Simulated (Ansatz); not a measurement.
## Field gradients at the nuclei in TaN at a changed volume

The cell is a structure deposited in the COD, relaxed with PBE at fixed cell and then changed (volume scaled by 0.96, ions relaxed).

```
Ta N
1.0
     2.89829    0.00000    0.00000
    -1.44915    2.50999    0.00000
     0.00000    0.00000    2.84404
Ta N
1 1
Direct
  0.33333 0.66667 0.50000
  0.00000 0.00000 0.00000
```

Atom numbers follow the list; atoms alike are taken as one site, whose name carries the number of the first.

All values are calculated (Ansatz; DFT, PBE, plane waves and PAW, scalar-relativistic, collinear spin, 420 eV cutoff, Γ-centred 18×18×16 k-points, Fermi–Dirac smearing 0.05 eV), not measured. Start moments as typed (μB): 2 on each Ta, none on the rest.

Conventions: |V_zz| ≥ |V_yy| ≥ |V_xx|, η = (V_xx − V_yy)/V_zz, C_Q = eQV_zz/h. ν_Q = 3|C_Q|/[2I(2I − 1)].

¹⁸¹Ta: I = 7/2, Q = 3170 mb; 14N: I = 1, Q = 20.44 mb. Quadrupole moments are those of Pyykkö's year-2017 table.

| site | atoms (order as listed) | first shell | C_Q (MHz) | η | ν_Q (MHz) |
| --- | --- | --- | --- | --- | --- |
| Ta | 1 | 6 N at 2.20 Å | 355 | 0.00 | 25.4 |
| N | 2 | 6 Ta at 2.20 Å | 0.019 | 0.00 | 0.029 |

An axis of threefold or higher order runs through Ta and N, so V_zz lies along it and η is zero.

With no gap above 0.1 eV, as in a metal, the gradients converge slowly in k; expect changes of a tenth or more on a denser mesh. Without spin–orbit coupling the gradients at and beside Ta can be off by some per cent, at some sites by more. With these PAW files V_zz is typically within 2 to 3 % of all-electron values, but misses above 10 % occur on Ta. At this changed cell the PBE pressure is 21 GPa. The start moments die out, and the run ends without spin.

The relaxation (1 step) took 25 s of wall time (24 s of CPU time) and 0.59 GiB at its peak, on 1 thread of Intel Xeon 6975P-C (Granite Rapids) (x86_64; 16 cores open to the job, memory cap 3.0 GiB, no GPU), a shared host with a load of 2.1 a core.
